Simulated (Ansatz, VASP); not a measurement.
# Cross-check of MgO between VASP and Ansatz

Wanted: the spread between two codes on one cell, functional and k mesh.

Calculated with Ansatz 0.2.0; plane waves, with VASP 6.6.1 beside it; single point at PBEsol.

## Step 1: The structure

It takes space group Fm-3m (No. 225, cubic). The conventional cell has a = 4.210 Å, b = 4.210 Å, c = 4.210 Å, α = 90.00°, β = 90.00°, γ = 90.00°. Mg has 6 O at 2.11 Å nearest. Nearest to O lie 6 Mg at 2.11 Å. Farther neighbours and most contacts between anions are not listed.

## Step 2: Ansatz: single point, PBEsol

Ansatz runs on its default PAW (the set named soft_2) files.

A single point gives forces, pressure and levels at one fixed geometry, so differences don't come from the geometry; what else differs is listed under the comparison.

The input, input.yaml:

```yaml
crystal:
  lattice:
    - [0.0, 2.105205, 2.105205]
    - [2.105205, 0.0, 2.105205]
    - [2.105205, 2.105205, 0.0]
  atoms:
    - { symbol: Mg, position: [0.0, 0.0, 0.0] }
    - { symbol: O, position: [0.5, 0.5, 0.5] }
hamiltonian:
  xc: pbesol
  pseudopotentials: { kind: paw }
kpoints:
  mp_grid: { grid: [12, 12, 12] }
scf:
  occupations: { method: gaussian, width: 0.05 }
  n_extra_bands: 4
output:
  forces: true
  stress: true
  eigenvalues: true
```

The run is started by

```console
> ansatz run input.yaml --threads 2 --pin off --max-ram 4608MiB --backend cpu --events-out ev --progress --plain --runs-dir out
```

Numbers of over 12 decimals in the logs are rounded to 6 here.

The program printed:

```text
scf.n_extra_bands = 4 over 8 filled bands (N_el = 16.0): the run solves 12 bands
Engine: ansatz 0.2.0, x86_64-unknown-linux-gnu
Pseudopotentials: kind: paw
Pseudopotential: Mg, paw, valence charge 10, recommended cutoff 420 eV (normal), Mg.paw.azcp
Pseudopotential: O, paw, valence charge 6, recommended cutoff 420 eV (normal), O.paw.azcp
Functional definition: PBEsol
  exchange = pbesol_x
  correlation = pbesol_c
Crystal: 2 atoms, lattice volume = 18.660 Å³
Basis set: ecut = 420 eV, 339 PW (Γ), exchange–correlation on 40×40×40 points (8 copies of the dense FFT grid, shifted against one another)
Bands: 12, of which v1, the nominal top of the filled ones, is band 8 counted from 1 (7 counted from 0)
Symmetry: 48 space group operations
Space group: Fm-3m (ITA 225), of the structure as read, at distance tolerance 2.7e-5 Å
k-points: 72 of 1728
Non-local potential: Mg, projectors of the file, l = 0: 3, l = 1: 2, l = 2: 1
Non-local potential: O, projectors of the file, l = 0: 2, l = 1: 2, l = 2: 1
PAW form: soft (Blöchl's): semilocal exchange-correlation on the pseudo side does not see the compensation charge
PAW frozen core: Mg, regenerated for the run's functional, and the local potential with it (the file was generated under x = pbe(κ = 0.804, μ = 0.219515), c = pbe(β = 0.066725))
PAW frozen core: O, regenerated for the run's functional, and the local potential with it (the file was generated under x = pbe(κ = 0.804, μ = 0.219515), c = pbe(β = 0.066725))
PAW one-centre angular grid: Mg, 110 points (default); XC on 64 Gauss nodes
PAW one-centre angular grid: O, 110 points (default); XC on 64 Gauss nodes
Initial density: superposition of atomic densities (neutral atoms: chi_scale 0, normalization atom), corrected by the library's trained network
Initial wavefunctions: pseudopotential atomic-orbital guess
Functional: x = pbesol(κ = 0.804, μ = 0.123457), c = pbesol(β = 0.046)
SCF iter   1: F=—  HF=-2475.880693 eV  |F-HF|=—  |Δ(HF+E_count)|=         —  Δρ=1.45e-2  dr2=3.14e-2  ethr=1.77e-3  ⟨swp⟩=5.4  Hψ=4928  notcnv=0
preconditioner: auto → none  [insulator: Δε(μ)=4.520 eV  Ē_g=18.303 eV  σ=0.050 eV  W_gap=1.00  n_scr=8 (ndim 8)  ℏωp=24.3 eV  f_vac=0.000  D(μ)=0.00/eV (n_scr^D=0)  ε∞_Penn≈2.8]
SCF iter   2: F=—  HF=-2475.872173 eV  |F-HF|=—  |Δ(HF+E_count)|=   8.52e-3  Δρ=4.12e-3  dr2=3.09e-3  ethr=1.96e-4  ⟨swp⟩=2.0  Hψ=1702  notcnv=0
SCF iter   3: F=—  HF=-2475.871393 eV  |F-HF|=—  |Δ(HF+E_count)|=   7.80e-4  Δρ=6.61e-4  dr2=4.35e-5  ethr=1.93e-5  ⟨swp⟩=2.0  Hψ=1150  notcnv=0
SCF iter   4: F=—  HF=-2475.871373 eV  |F-HF|=—  |Δ(HF+E_count)|=   2.03e-5  Δρ=1.15e-4  dr2=9.49e-7  ethr=2.72e-7  ⟨swp⟩=2.7  Hψ=1410  notcnv=0
SCF iter   5: F=—  HF=-2475.871372 eV  |F-HF|=—  |Δ(HF+E_count)|=   8.68e-7  Δρ=3.72e-5  dr2=1.03e-7  ethr=5.93e-9  ⟨swp⟩=2.0  Hψ=1177  notcnv=0
SCF iter   6: F=-2475.871372 eV  HF=-2475.871372 eV  |F-HF|=3.91e-10  |Δ(HF+E_count)|=   5.33e-8  Δρ=3.93e-6  dr2=1.47e-9  ethr=6.25e-10  ⟨swp⟩=5.0  Hψ=3871  notcnv=0
SCF 1 converged in 6 iterations: F = -2475.871372 eV  dr2 = 1.47e-9
  greatest PAW one-centre occupation: 1.000 electrons in one spin orbital (limit 2), on the Mg atom at site 0 (counted from 0), in its partial waves of l = 0
SCF converged after 6 iterations
Free energy (F): -2475.871372 eV
Harris-Foulkes:  -2475.871372 eV  (|F-HF|=3.91e-10)
Internal energy: -2475.871372 eV  (E = F + TS)
E sigma→0 (E₀):  -2475.871372 eV
Fermi energy:    10.351076 eV
--- Per-component energies (eV) ---
  E_band       = -291.869890
  E_kinetic    = 255.019118
  E_local      = -1600.234306  (includes V_loc(G=0)·N_el)
  E_nonlocal   = 143.751100
  E_hartree    = 552.379550
  E_xc         = -103.926133
  E_vxc        = -133.911534  (∫ρ·V_xc dr)
  E_paw        = -433.084778  (= ΣΔE_a)
  E_vpaw       = -61.255297  (= ΣTr[D̂ρ^β])
  E_aug_tail   = 0.002515  (compensation charges beyond the density's cutoff)
  E_ewald      = -1289.872589
  E_core_change = 0.094150  (= ΣΔE_core)
  E_smearing   = -0.000000  (= −TS)
  E_closure    = 0.000000  (closes the sum)
  Σ components = -2475.871372   (vs F -2475.871372, Δ=0.00e0)
--- Forces (eV/Å), atoms counted from 1 ---
  atom   1  Mg    -0.00000000     0.00000000     0.00000000
  atom   2  O      0.00000000    -0.00000000    -0.00000000
  max |Σ_I F_I| component: 9.43e-30 eV/Å
--- Stress (GPa, compression-positive) ---
        0.420814       0.000000       0.000000
        0.000000       0.420814      -0.000000
       -0.000000       0.000000       0.420814
  P = ⅓ Tr σ = 0.4208 GPa (4.208 kbar)
--- Band table (eV; the first three rows and the last of 72) ---
  k-point 0: bands = [... 4 lower, -9.1724, 8.0281, 8.0281, 8.0281, 12.6734, 23.7095, 23.7095, 23.7095]
  k-point 1: bands = [... 4 lower, -9.0945, 7.5491, 7.9803, 7.9803, 13.1336, 22.7255, 23.8793, 23.8793]
  k-point 2: bands = [... 4 lower, -8.8743, 6.4969, 7.8517, 7.8517, 14.1014, 21.3442, 24.2800, 24.2800]
  k-point 71: bands = [... 4 lower, -7.5296, 5.0427, 5.0427, 6.2355, 19.5437, 19.5437, 20.1176, 23.4448]
```

Wall time 0.72 s (2 threads of Intel Xeon Platinum 8259CL at 2.50GHz (Skylake/Cascade Lake), shared host); peak memory 0.33 GiB.

The run ends at a pressure of 0.42 GPa.

## Step 3: VASP: single point, PBEsol

The same cell, functional, mesh and smearing now go to VASP, with its own data sets and cutoff.

Lines of VASP's logs that name or quote its potential files are left out, and so is its time.

The input, INCAR:

```
SYSTEM = MgO
PREC = Accurate
ENCUT = 520
EDIFF = 1E-05
NELM = 100
ISMEAR = 0
SIGMA = 0.05
LREAL = .FALSE.
ALGO = Normal
GGA = PS
NBANDS = 10
LORBIT = 11
LWAVE = .FALSE.
LCHARG = .FALSE.
KPAR = 4
```

The input, POSCAR:

```
MgO
1.0
    0.0000000000      2.1052050000      2.1052050000
    2.1052050000      0.0000000000      2.1052050000
    2.1052050000      2.1052050000      0.0000000000
Mg O
1 1
Direct
    0.0000000000      0.0000000000      0.0000000000
    0.5000000000      0.5000000000      0.5000000000
```

The input, KPOINTS:

```
Automatic mesh
0
Gamma
12 12 12
0 0 0
```

Potentials, in the order of the species: Mg and O (PBE family, release 64).

The run is started by

```console
> mpirun -np 4 vasp_std
```

The program printed:

```text
[banner, memory and clock lines left out]
running    4 mpi-ranks, on    1 nodes
 distrk:  each k-point on    1 cores,    4 groups
 distr:  one band on    1 cores,    1 groups

 POSCAR found type information on POSCAR MgO
 POSCAR found :  2 types and       2 ions
|                                                                             |
|               ----> ADVICE to this user running VASP <----                  |
|                                                                             |
|     You enforced a specific xc type in the INCAR file but a different       |
|     [... a line on the potential file left out ...]
|     I HOPE YOU KNOW WHAT YOU ARE DOING!                                     |
|                                                                             |

 LDA part: xc-table for (Slater+PW92), standard interpolation
 POSCAR, INCAR and KPOINTS ok, starting setup
 FFT: planning ... GRIDC
 FFT: planning ... GRID_SOFT
 FFT: planning ... GRID
 WAVECAR not read
 entering main loop
       N       E                     dE             d eps       ncg     rms          rms(c)
DAV:   1     0.132223412782E+02    0.13222E+02   -0.45847E+03  1648   0.706E+02
DAV:   2    -0.133593831002E+02   -0.26582E+02   -0.25993E+02  1636   0.141E+02
DAV:   3    -0.138973084928E+02   -0.53793E+00   -0.53757E+00  1750   0.183E+01
DAV:   4    -0.138984293137E+02   -0.11208E-02   -0.11208E-02  1608   0.922E-01
DAV:   5    -0.138984326493E+02   -0.33357E-05   -0.33357E-05  1628   0.499E-02    0.667E+00
DAV:   6    -0.125497179442E+02    0.13487E+01   -0.78794E+00  1468   0.165E+01    0.220E+00
DAV:   7    -0.125260757535E+02    0.23642E-01   -0.44456E-02  1544   0.212E+00    0.129E+00
DAV:   8    -0.125127627730E+02    0.13313E-01   -0.22234E-02  1462   0.186E+00    0.194E-01
DAV:   9    -0.125125801644E+02    0.18261E-03   -0.21036E-04  1648   0.113E-01    0.132E-01
DAV:  10    -0.125125213095E+02    0.58855E-04   -0.36258E-04  1524   0.155E-01    0.570E-03
DAV:  11    -0.125125222526E+02   -0.94309E-06   -0.40575E-06   794   0.154E-02
   1 F= -.12512522E+02 E0= -.12512522E+02  d E =-.603654E-15
```

From OUTCAR (step 3):

```text
ion  position               nearest neighbor table
   1  0.000  0.000  0.000-   2 2.11   2 2.11   2 2.11   2 2.11   2 2.11   2 2.11
   2  0.500  0.500  0.500-   1 2.11   1 2.11   1 2.11   1 2.11   1 2.11   1 2.11

  LATTYP: Found a face centered cubic cell.
 ALAT       =     4.2104100000

 Subroutine GETGRP returns: Found 48 space group operations
 (whereof 48 operations were pure point group operations)

The static configuration has the point symmetry O_h .

 Found     72 irreducible k-points:

   k-points           NKPTS =     72   k-points in BZ     NKDIM =     72   number of bands    NBANDS=     10

   dimension x,y,z NGX =    24 NGY =   24 NGZ =   24
   dimension x,y,z NGXF=    48 NGYF=   48 NGZF=   48

   ENCUT  =  520.0 eV  38.22 Ry    6.18 a.u.   5.54  5.54  5.54*2*pi/ulx,y,z

   NELECT =       8.0000    total number of electrons

 k-points in reciprocal lattice and weights: Automatic mesh
   0.00000000  0.00000000  0.00000000       0.001
   0.08333333  0.00000000  0.00000000       0.005
   0.16666667  0.00000000  0.00000000       0.005
   0.25000000  0.00000000  0.00000000       0.005
   0.33333333  0.00000000  0.00000000       0.005
   0.41666667  0.00000000  0.00000000       0.005
   0.50000000  0.00000000  0.00000000       0.002
   0.08333333  0.08333333  0.00000000       0.003
   0.16666667  0.08333333  0.00000000       0.014
[...]
-0.33333333  0.50000000  0.16666667       0.007
  -0.25000000  0.50000000  0.25000000       0.003

 average (electrostatic) potential at core
       1 -34.6570       2 -69.5546

 E-fermi :   3.3266

 k-point     1 :       0.0000    0.0000    0.0000
  band No.  band energies     occupation
      1     -14.1360      2.00000
      2       3.0761      2.00000
      3       3.0761      2.00000
      4       3.0761      2.00000
      5       7.7217      0.00000
      6      18.7147      0.00000
      7      18.7147      0.00000
      8      18.7147      0.00000
      9      22.5599      0.00000
    ...

 k-point     2 :       0.0833    0.0000    0.0000
  band No.  band energies     occupation
      1     -14.0606      2.00000
      2       2.5961      2.00000
      3       3.0276      2.00000
      4       3.0276      2.00000
      5       8.1821      0.00000
      6      17.7447      0.00000
      7      18.8865      0.00000
      8      18.8865      0.00000
      9      23.8544      0.00000
    ...

 k-point     3 :       0.1667    0.0000    0.0000
  band No.  band energies     occupation
      1     -13.8467      2.00000
      2       1.5424      2.00000
      3       2.8985      2.00000
      4       2.8985      2.00000
      5       9.1500      0.00000
      6      16.3737      0.00000
      7      19.2934      0.00000
      8      19.2934      0.00000
      9      23.1652      0.00000
    ...

  Total       -0.0101569     -0.0101569     -0.0101569     -0.0000000     -0.0000000      0.0000000
  in kB       -0.8720828     -0.8720828     -0.8720828     -0.0000000     -0.0000000      0.0000000
  external PRESSURE =      -0.8720828 kB  Pullay stress =       0.0000000 kB

  energy-cutoff  :      520.00
  volume of cell :       18.66
      direct lattice vectors                 reciprocal lattice vectors
     0.000000000  2.105205000  2.105205000    -0.237506561  0.237506561  0.237506561
     2.105205000  0.000000000  2.105205000     0.237506561 -0.237506561  0.237506561
     2.105205000  2.105205000  0.000000000     0.237506561  0.237506561 -0.237506561

 POSITION                                       TOTAL-FORCE (eV/Angst)
 -----------------------------------------------------------------------------------
      0.00000      0.00000      0.00000        -0.000000     -0.000000      0.000000
      2.10521      2.10521      2.10521         0.000000      0.000000     -0.000000
 -----------------------------------------------------------------------------------
    total drift:                               -0.000000     -0.000000      0.000000

  FREE ENERGIE OF THE ION-ELECTRON SYSTEM (eV)
  ---------------------------------------------------
  free  energy   TOTEN  =       -12.5125222526 eV

  energy  without entropy=      -12.5125222526  energy(sigma->0) =      -12.51252225

 total charge
# of ion       s       p       d       tot
------------------------------------------
    1        0.150   0.182   0.080   0.412
    2        1.537   3.541   0.000   5.079
--------------------------------------------------
tot          1.687   3.723   0.080   5.491

[... 3 further parts left out ...]
```

The run ends at a pressure of -0.09 GPa.

## Step 4: Differences

Known differences besides the potentials themselves: the data sets hold 16 valence electrons in Ansatz (default PAW (the set named soft_2) files) and 8 in VASP; the cutoff is 420 eV in Ansatz and 520 eV in VASP; Ansatz makes its cores anew for this functional, VASP keeps those of its PBE data sets; VASP leaves aspherical gradient terms in its spheres out (LASPH is not set), Ansatz keeps them. Total energies have different zeros and are not compared.

The two programs side by side:

```tsv
quantity	Ansatz	VASP	difference
pressure (GPa)	0.42	-0.09	+0.51
pressure without Ansatz's Pulay correction (GPa)	-0.24	-0.09	-0.15
gap on the k mesh (eV)	4.645	4.646	0.000
```

A gap on the mesh is an upper bound, since the band edges may lie between its points. Ansatz's pressure holds a Pulay correction of 0.66 GPa; VASP's holds none.

## Step 5: Outcome

| Property | Result |
| --- | --- |
| difference in gap on the k mesh (single point, PBEsol) | -3.2e-4 eV |
| difference in pressure (single point, PBEsol) | 0.51 GPa |

What this shows: The difference in pressure is 0.51 GPa (single point, PBEsol), within the 1 GPa picked in this series as the mark of a large difference. Such differences can come from data sets, numerical settings and the points named under the comparisons, not from the functional's error against experiment.

[Lines on the potential files, build, host, timing and source positions are cut from VASP's logs without a mark.]

[Logs are printed without paths, hosts, clocks, repeated set-up lines and the standing remarks that a program may print on its own settings, such as how far it seeks lower states.]

[Hosts, paths, dates, database ids (printed as entryN), source tags and the programs' standing remarks are cut or masked in the printed files.]
